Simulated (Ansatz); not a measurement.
Runs of Ansatz 0.2.0 on GaN. It takes space group P6_3mc (No. 186, hexagonal). The conventional cell has a = 3.180 Å, b = 3.180 Å, c = 5.166 Å, α = 90.00°, β = 90.00°, γ = 120.00°. Ga (site symmetry 3m) is surrounded by 4 N at 1.94 to 1.95 Å. N (site symmetry 3m) has 4 Ga at 1.94 to 1.95 Å as nearest neighbours. 

```csv
task,level,potentials or basis,cell,k mesh,cutoff (eV),mesh quality,gap on the mesh (eV),pressure (GPa),V0 of scaled cells (Å³/atom),relaxed volume (Å³/atom),B0 (GPa)
relaxation of cell and atoms,CAM-B3LYP,Ansatz PAW,relaxed,5 × 5 × 3,420,coarse,(b),0.0,-,11.34,-
relaxation of cell and atoms,HSE03,Ansatz PAW,relaxed,5 × 5 × 3,420,coarse,2.99,0.0,-,(a),-
equation of state,r2SCAN+rVV10,Ansatz PAW,as given,10 × 10 × 5,500,not flagged,-,-,11.30,-,200
equation of state,revPBE+D4,Ansatz PAW,as given,10 × 10 × 5,420,not flagged,-,-,11.23,-,188
equation of state,PBEsol,PseudoDojo PBEsol stringent,as given,10 × 10 × 5,1551,not flagged,-,-,11.36,-,189
```

Alike in all rows: no spin polarisation; smearing fermi-dirac 0.05 eV.

**Question.** Fill in the values left out.

**Answer.** (a) 11.39; (b) 6.30.

Caveats: some runs use coarse meshes; the cell was scaled at fixed shape and fractional positions, which overstates the stiffness of a crystal with free parameters, most of all of layers and chains (some runs); odd divisions of the mesh miss points on the zone boundary, where band edges often lie, so the gap on the mesh can be too wide (some runs); the plane-wave basis is chosen anew once the cell has moved, so the energies of steps on either side of that aren't comparable (some runs); the PAW data sets come from PBE, with cores solved anew for the run's functional, which leaves a small shift of forces and pressure (some runs); the PAW data sets were made with another functional, which shifts forces and pressure a little (some runs); the potentials were made for another functional, which shifts forces and pressure (some runs).

A k mesh can miss the band edges, and the runs leave out spin-orbit coupling on Ga.

Runs at the PBE level aren't shown here.
